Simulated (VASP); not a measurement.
# CdTe (F-43m) in VASP: further runs

Runs on CdTe. Level: PBE. Tasks: relaxation of cell and atoms.

All numbers are computed with VASP 6.6.1; they aren't measurements. Logs are shortened: lines on timing, memory, paths and dates and some standing lists are left out, and cuts for length are marked.

## 1. The structure

Symmetry: F-43m, No. 216, cubic system. The conventional cell has a = 6.410 Å, b = 6.410 Å, c = 6.410 Å, α = 90.00°, β = 90.00°, γ = 90.00°. Around Cd (site symmetry -43m) lie 4 Te at 2.78 Å. Te (site symmetry -43m) has 4 Cd at 2.78 Å as nearest neighbours.

## 2. Relaxation of cell and atoms, PBE

File INCAR:

```
SYSTEM = CdTe
ALGO     = Normal         ! electronic algorithm
EDIFF    = 1E-6           ! SCF threshold, eV
EDIFFG   = -0.01          ! ionic threshold
ENCUT    = 600            ! plane-wave cutoff, eV
GGA      = PE             ! functional
IBRION   = 2              ! ionic algorithm
ISIF     = 3              ! what is computed and relaxed
ISMEAR   = 0              ! smearing method
LASPH    = .True.         ! aspherical terms in the spheres
LCHARG   = .False.        ! write CHGCAR
LREAL    = .False.        ! projectors in reciprocal space
LWAVE    = .False.        ! write WAVECAR
NELM     = 80             ! most SCF steps
NSW      = 90             ! ionic steps
PREC     = Accurate       ! precision mode
SIGMA    = 0.03           ! smearing width, eV
```

File KPOINTS:

```
k-points
0
Gamma
  8 8 8
  0 0 0
```

File POSCAR:

```
CdTe
1.0
    0.0000000000      3.2050000000      3.2050000000
    3.2050000000      0.0000000000      3.2050000000
    3.2050000000      3.2050000000      0.0000000000
Cd Te
1 1
Direct
    0.0000000000      0.0000000000      0.0000000000
    0.2500000000      0.2500000000      0.2500000000
```

Potentials or basis: VASP PAW PBE potentials, release 64 (Cd, Te).

The run is started by

```console
$ cat potpaw_PBE.64/Cd/POTCAR potpaw_PBE.64/Te/POTCAR > POTCAR
$ mpirun -np 1 vasp_std > vasp.out
```

OUTCAR:

```text
SYSTEM = CdTe
   EDIFF = 1E-6
   EDIFFG = -0.01
   ENCUT = 600
   GGA = PE
   IBRION = 2
   ISIF = 3
   ISMEAR = 0
   LASPH = .True.
   LREAL = .False.
   NELM = 80
   NSW = 90
   PREC = Accurate

 ion  position               nearest neighbor table
   1  0.000  0.000  0.000-   2 2.78   2 2.78   2 2.78   2 2.78
   2  0.250  0.250  0.250-   1 2.78   1 2.78   1 2.78   1 2.78

  LATTYP: Found a face centered cubic cell.
 ALAT       =     6.4100000000

  Lattice vectors:

 A1 = (   0.0000000000,   3.2050000000,   3.2050000000)
 A2 = (   3.2050000000,   0.0000000000,   3.2050000000)
 A3 = (   3.2050000000,   3.2050000000,   0.0000000000)

Analysis of symmetry for initial positions (statically):
=====================================================================
 Subroutine PRICEL returns:
 Original cell was already a primitive cell.

 Routine SETGRP: Setting up the symmetry group for a
 face centered cubic supercell.

 Subroutine GETGRP returns: Found 24 space group operations
 (whereof 24 operations were pure point group operations)
 out of a pool of 48 trial point group operations.

The static configuration has the point symmetry T_d .

Analysis of symmetry for dynamics (positions and initial velocities):
=====================================================================
 Subroutine PRICEL returns:
 Original cell was already a primitive cell.

 Routine SETGRP: Setting up the symmetry group for a
 face centered cubic supercell.

 Subroutine GETGRP returns: Found 24 space group operations
 (whereof 24 operations were pure point group operations)
 out of a pool of 48 trial point group operations.

The dynamic configuration has the point symmetry T_d .

 Subroutine INISYM returns: Found 24 space group operations
 (whereof 24 operations are pure point group operations),
 and found     1 'primitive' translations

----------------------------------------------------------------------------------------

                                     Primitive cell

  volume of cell :      65.8437

  direct lattice vectors                    reciprocal lattice vectors
     0.000000000  3.205000000  3.205000000    -0.156006240  0.156006240  0.156006240
     3.205000000  0.000000000  3.205000000     0.156006240 -0.156006240  0.156006240
     3.205000000  3.205000000  0.000000000     0.156006240  0.156006240 -0.156006240

  length of vectors
     4.532554467  4.532554467  4.532554467     0.270210734  0.270210734  0.270210734

  position of ions in fractional coordinates (direct lattice)
     0.000000000  0.000000000  0.000000000
[... 103 lines left out ...]
   GGA     = PE    functional components
   LHFCALC =     F    Hartree Fock is set to
   AEXX    =    0.0000 exact exchange contribution
   IVDW    =     0    specifies the selected vdW correction
   LEPSILON=     F    determine dielectric tensor
   LRPA    =     F    only Hartree local field effects (RPA)
 conjugate gradient relaxation of ions
 non-spin polarized calculation
 Gauss-broadening in eV      SIGMA  =   0.03
  energy-cutoff  :      600.00
  volume of cell :       65.84
 maximum number of plane-waves:      2216
   NGX = 19   NGY = 19   NGZ = 19

--------------------------------------- Ionic step        1  -------------------------------------------

 number of electron      17.9999995 magnetization

 Free energy of the ion-electron system (eV)
  ---------------------------------------------------
  ext. energy  EPLUGINS =         0.00000000
  ---------------------------------------------------
  free energy    TOTEN  =        -4.72644497 eV

  energy without entropy =       -4.72644497  energy(sigma->0) =       -4.72644497

------------------------ aborting loop because EDIFF is reached ----------------------------------------

  FORCE on cell =-STRESS in cart. coord.  units (eV):
  Direction    XX          YY          ZZ          XY          YZ          ZX
  --------------------------------------------------------------------------------------
  -------------------------------------------------------------------------------------
  Total        1.7888376      1.7888376      1.7888376     -0.0000000      0.0000000     -0.0000000
  in kB       43.5278679     43.5278679     43.5278679     -0.0000000      0.0000000     -0.0000000
  external PRESSURE =      43.5278679 kB  Pullay stress =       0.0000000 kB
[... 59 lines left out ...]
--------------------------------------- Ionic step        3  -------------------------------------------

 number of electron      18.0000006 magnetization

 Free energy of the ion-electron system (eV)
  ---------------------------------------------------
  ext. energy  EPLUGINS =         0.00000000
  ---------------------------------------------------
  free energy    TOTEN  =        -4.81039512 eV

  energy without entropy =       -4.81039512  energy(sigma->0) =       -4.81039512

 E-fermi :   1.9272     XC(G=0):  -8.3005

 val. band max:        1.7821063581   @ k =   0.0000   0.0000   0.0000
 cond. band min:       2.3593917181   @ k =   0.0000   0.0000   0.0000
 fundamental gap:      0.5772853600
 Fermi energy:         1.9272421071

 k-point     1 :       0.0000    0.0000    0.0000
  band No.  band energies     occupation
      1      -9.0423      2.00000
      2      -6.3030      2.00000
      3      -6.3030      2.00000
      4      -6.3030      2.00000
      5      -6.0874      2.00000
      6      -6.0874      2.00000
      7       1.7821      2.00000
      8       1.7821      2.00000
      9       1.7821      2.00000
     10       2.3594      0.00000
     11       6.4219      0.00000
     12       6.4219      0.00000
     13       6.4219      0.00000
[... 354 lines left out ...]
  band No.  band energies     occupation
      1      -8.6530      2.00000
      2      -6.2295      2.00000
      3      -6.2197      2.00000
      4      -6.0993      2.00000
      5      -6.0824      2.00000
      6      -5.7046      2.00000
      7      -2.1321      2.00000
      8      -0.0698      2.00000
      9       0.6648      2.00000
     10       4.8713      0.00000
     11       6.4431      0.00000
     12       7.6614      0.00000
     13       8.7970      0.00000

 [... further k-points ...]

------------------------ aborting loop because EDIFF is reached ----------------------------------------

  FORCE on cell =-STRESS in cart. coord.  units (eV):
  Direction    XX          YY          ZZ          XY          YZ          ZX
  --------------------------------------------------------------------------------------
  -------------------------------------------------------------------------------------
  Total        0.0087919      0.0087919      0.0087919     -0.0000000     -0.0000000     -0.0000000
  in kB        0.1940118      0.1940118      0.1940118     -0.0000000     -0.0000000     -0.0000000
  external PRESSURE =       0.1940118 kB  Pullay stress =       0.0000000 kB
[... 17 lines left out ...]
  FREE ENERGIE OF THE ION-ELECTRON SYSTEM (eV)
  ---------------------------------------------------
  free  energy   TOTEN  =        -4.8103951157 eV

  energy  without entropy=       -4.8103951157  energy(sigma->0) =       -4.81039512

 reached required accuracy - stopping structural energy minimisation
```

Wall time 49 s (1 thread of AMD EPYC 9R45 (Zen 5), shared host); peak memory 0.2 GiB.

What came out:

| Item | Value |
| --- | --- |
| Free energy | -4.8104 eV |
| Relaxed volume | 36.30 Å³/atom |
| Relaxed cell | a = 4.683 Å, b = 4.683 Å, c = 4.683 Å, α = 60.00°, β = 60.00°, γ = 60.00° |
| Space group after relaxing (to 0.05 Å) | F-43m (No. 216) |
| Energy gained by relaxing | 42.0 meV/atom |
| Ionic steps | 3 |
| Pressure after relaxing | 0.0 GPa |
| Band gap on the k mesh | 0.58 eV, direct |

Step by step:
```tsv
step	energy change (eV)	largest force (eV/Å)	pressure (GPa)	volume (Å³)
1	0.0000	0.0000	4.35	65.84
2	-0.0777	0.0000	-0.93	74.74
3	-0.0840	0.0000	0.02	72.60
```

Final structure:
```yaml
crystal:
  lattice:
    - [0.00000, 3.31114, 3.31114]
    - [3.31114, 0.00000, 3.31114]
    - [3.31114, 3.31114, 0.00000]
  atoms:
    - { symbol: Cd, position: [0.00000, 0.00000, 0.00000] }
    - { symbol: Te, position: [0.25000, 0.25000, 0.25000] }
```

Levels at points of the mesh, in eV from the valence-band top:
```csv
k point,band 7,band 8,band 9,band 10,band 11,band 12
"(0.00, 0.00, 0.00)",0.00,0.00,0.00,0.58,4.64,4.64
"(0.50, 0.00, 0.00)",-4.07,-0.68,-0.68,1.75,5.21,5.21
"(0.50, 0.50, 0.00)",-4.00,-1.65,-1.65,2.67,2.74,8.50
```

Caveat: spin-orbit coupling is left out, which moves the levels of the heavy elements; the volume moved by +10 % from the deposited cell, more than functionals usually miss.

## 3. Relaxation of cell and atoms, PBE

This run uses another cell than the first one, of 36.30 Å³/atom, 1.103 times its volume.

INCAR: that of step 2 with these lines changed.

```diff
@@ -2,4 +2,4 @@
 ALGO     = Normal         ! electronic algorithm
-EDIFF    = 1E-6           ! SCF threshold, eV
-EDIFFG   = -0.01          ! ionic threshold
+EDIFF    = 1E-7           ! SCF threshold, eV
+EDIFFG   = -0.005         ! ionic threshold
 ENCUT    = 600            ! plane-wave cutoff, eV
```

KPOINTS is that of step 2.

File POSCAR:

```
CdTe                                    
1.0
   -0.0000000000      3.3111409339      3.3111409339
    3.3111409339      0.0000000000      3.3111409339
    3.3111409339      3.3111409339     -0.0000000000
  Cd              Te            
     1     1
Direct
     0.0000000000000000    0.0000000000000000    0.0000000000000000
     0.2500000000000000    0.2500000000000000    0.2500000000000000
```

Potentials or basis: VASP PAW PBE potentials, release 64 (Cd, Te).

The run is started by

```console
$ cat potpaw_PBE.64/Cd/POTCAR potpaw_PBE.64/Te/POTCAR > POTCAR
$ mpirun -np 1 vasp_std > vasp.out
```

OUTCAR:

```text
SYSTEM = CdTe
   EDIFF = 1E-7
   EDIFFG = -0.005
   ENCUT = 600
   GGA = PE
   IBRION = 2
   ISIF = 3
   ISMEAR = 0
   LASPH = .True.
   LREAL = .False.
   NELM = 80
   NSW = 90
   PREC = Accurate

 ion  position               nearest neighbor table
   1  0.000  0.000  0.000-   2 2.87   2 2.87   2 2.87   2 2.87
   2  0.250  0.250  0.250-   1 2.87   1 2.87   1 2.87   1 2.87

  LATTYP: Found a face centered cubic cell.
 ALAT       =     6.6222818678

  Lattice vectors:

 A1 = (   0.0000000000,   3.3111409339,   3.3111409339)
 A2 = (   3.3111409339,   0.0000000000,   3.3111409339)
 A3 = (   3.3111409339,   3.3111409339,   0.0000000000)

Analysis of symmetry for initial positions (statically):
=====================================================================
 Subroutine PRICEL returns:
 Original cell was already a primitive cell.

 Routine SETGRP: Setting up the symmetry group for a
 face centered cubic supercell.

 Subroutine GETGRP returns: Found 24 space group operations
 (whereof 24 operations were pure point group operations)
 out of a pool of 48 trial point group operations.

The static configuration has the point symmetry T_d .

Analysis of symmetry for dynamics (positions and initial velocities):
=====================================================================
 Subroutine PRICEL returns:
 Original cell was already a primitive cell.

 Routine SETGRP: Setting up the symmetry group for a
 face centered cubic supercell.

 Subroutine GETGRP returns: Found 24 space group operations
 (whereof 24 operations were pure point group operations)
 out of a pool of 48 trial point group operations.

The dynamic configuration has the point symmetry T_d .

 Subroutine INISYM returns: Found 24 space group operations
 (whereof 24 operations are pure point group operations),
 and found     1 'primitive' translations

----------------------------------------------------------------------------------------

                                     Primitive cell

[... 123 lines left out ...]
 Gauss-broadening in eV      SIGMA  =   0.03
  energy-cutoff  :      600.00
  volume of cell :       72.60
 maximum number of plane-waves:      2452
 NGX is ok and might be reduce to    40
   NGX = 19   NGY = 19   NGZ = 19

 number of electron      18.0000001 magnetization

 Free energy of the ion-electron system (eV)
  ---------------------------------------------------
  ext. energy  EPLUGINS =         0.00000000
  ---------------------------------------------------
  free energy    TOTEN  =        -4.81181088 eV

  energy without entropy =       -4.81181088  energy(sigma->0) =       -4.81181088

 E-fermi :   1.9272     XC(G=0):  -8.3007

 val. band max:        1.7820183620   @ k =   0.0000   0.0000   0.0000
 cond. band min:       2.3591487683   @ k =   0.0000   0.0000   0.0000
 fundamental gap:      0.5771304063
 Fermi energy:         1.9271720143

 k-point     1 :       0.0000    0.0000    0.0000
  band No.  band energies     occupation
      1      -9.0423      2.00000
      2      -6.3036      2.00000
      3      -6.3036      2.00000
      4      -6.3036      2.00000
      5      -6.0881      2.00000
      6      -6.0881      2.00000
      7       1.7820      2.00000
      8       1.7820      2.00000
      9       1.7820      2.00000
     10       2.3591      0.00000
     11       6.4218      0.00000
     12       6.4218      0.00000
     13       6.4218      0.00000
[... 354 lines left out ...]
  band No.  band energies     occupation
      1      -8.6531      2.00000
      2      -6.2301      2.00000
      3      -6.2204      2.00000
      4      -6.0999      2.00000
      5      -6.0830      2.00000
      6      -5.7052      2.00000
      7      -2.1322      2.00000
      8      -0.0699      2.00000
      9       0.6648      2.00000
     10       4.8711      0.00000
     11       6.4428      0.00000
     12       7.6613      0.00000
     13       8.7968      0.00000

 [... further k-points ...]

------------------------ aborting loop because EDIFF is reached ----------------------------------------

  FORCE on cell =-STRESS in cart. coord.  units (eV):
  Direction    XX          YY          ZZ          XY          YZ          ZX
  --------------------------------------------------------------------------------------
  -------------------------------------------------------------------------------------
  Total        0.0028090      0.0028090      0.0028090      0.0000000     -0.0000000      0.0000000
  in kB        0.0619866      0.0619866      0.0619866      0.0000000     -0.0000000      0.0000000
  external PRESSURE =       0.0619866 kB  Pullay stress =       0.0000000 kB

 VOLUME and BASIS-vectors are now :
 -----------------------------------------------------------------------------
  energy-cutoff  :      600.00
  volume of cell :       72.60
      direct lattice vectors                 reciprocal lattice vectors
     0.000000000  3.311140934  3.311140934    -0.151005351  0.151005351  0.151005351
     3.311140934  0.000000000  3.311140934     0.151005351 -0.151005351  0.151005351
     3.311140934  3.311140934  0.000000000     0.151005351  0.151005351 -0.151005351

 POSITION                                       TOTAL-FORCE (eV/Angst)
 -----------------------------------------------------------------------------------
      0.00000      0.00000      0.00000        -0.000000     -0.000000      0.000000
      1.65557      1.65557      1.65557         0.000000      0.000000     -0.000000
 -----------------------------------------------------------------------------------
    total drift:                               -0.000000     -0.000000     -0.000000

  FREE ENERGIE OF THE ION-ELECTRON SYSTEM (eV)
  ---------------------------------------------------
  free  energy   TOTEN  =        -4.8118108831 eV

  energy  without entropy=       -4.8118108831  energy(sigma->0) =       -4.81181088

 reached required accuracy - stopping structural energy minimisation
```

OSZICAR:

```text
N       E                     dE             d eps       ncg     rms          rms(c)
DAV:   1     0.112646611010E+03    0.11265E+03   -0.89511E+03   754   0.133E+03
DAV:   2    -0.113030341083E+00   -0.11276E+03   -0.10745E+03   829   0.289E+02
DAV:   3    -0.499868207628E+01   -0.48857E+01   -0.48751E+01   914   0.629E+01
DAV:   4    -0.504649905145E+01   -0.47817E-01   -0.47813E-01  1033   0.560E+00
DAV:   5    -0.504678255193E+01   -0.28350E-03   -0.28350E-03   909   0.349E-01    0.491E+00
DAV:   6    -0.482513790576E+01    0.22164E+00   -0.46825E-01   839   0.860E+00    0.411E+00
DAV:   7    -0.481051125940E+01    0.14627E-01   -0.11411E-01   854   0.244E+00    0.165E+00
DAV:   8    -0.481134174571E+01   -0.83049E-03   -0.96215E-03   769   0.135E+00    0.475E-01
DAV:   9    -0.481169809246E+01   -0.35635E-03   -0.10005E-03   854   0.358E-01    0.995E-02
DAV:  10    -0.481176596768E+01   -0.67875E-04   -0.12583E-04   819   0.119E-01    0.521E-02
DAV:  11    -0.481181221017E+01   -0.46242E-04   -0.87531E-05   777   0.630E-02    0.338E-02
DAV:  12    -0.481181094669E+01    0.12635E-05   -0.37031E-06   923   0.165E-02    0.184E-02
DAV:  13    -0.481181083613E+01    0.11056E-06   -0.70789E-07   799   0.468E-03    0.110E-02
DAV:  14    -0.481181088306E+01   -0.46933E-07   -0.78644E-07   804   0.607E-03
   1 F= -.48118109E+01 E0= -.48118109E+01  d E =-.481181E+01
```

CONTCAR:

```text
CdTe
   1.00000000000000
     0.0000000000000000    3.3111409339000000    3.3111409339000000
     3.3111409339000000    0.0000000000000000    3.3111409339000000
     3.3111409339000000    3.3111409339000000    0.0000000000000000
  Cd              Te
     1     1
Direct
     0.0000000000000000    0.0000000000000000    0.0000000000000000
     0.2500000000000000    0.2500000000000000    0.2500000000000000

  0.00000000E+00  0.00000000E+00  0.00000000E+00
  0.00000000E+00  0.00000000E+00  0.00000000E+00
```

It took 28 s on 1 thread of AMD EPYC 9R45 (Zen 5), shared host; peak memory 0.22 GiB.

Results:

```yaml
Free_energy: -4.8118 eV
Pressure_after_relaxing: 0.0 GPa
Band_gap_on_the_k_mesh: 0.58 eV, direct
```

Final structure:
```cif
data_structure
_symmetry_space_group_name_H-M 'P 1'
_symmetry_Int_Tables_number 1
_cell_length_a 4.6827
_cell_length_b 4.6827
_cell_length_c 4.6827
_cell_angle_alpha 60.000
_cell_angle_beta 60.000
_cell_angle_gamma 60.000
_cell_volume 72.60
loop_
_atom_site_label
_atom_site_type_symbol
_atom_site_fract_x
_atom_site_fract_y
_atom_site_fract_z
_atom_site_occupancy
Cd1 Cd 0.00000 0.00000 0.00000 1
Te1 Te 0.25000 0.25000 0.25000 1
```

Caveat: the relaxation stopped at its first step, so nothing moved; spin-orbit coupling is left out, which moves the levels of the heavy elements. PBE gaps usually lie below the measured ones, often by a third to a half.

(Part 1 of 2 ends here.)
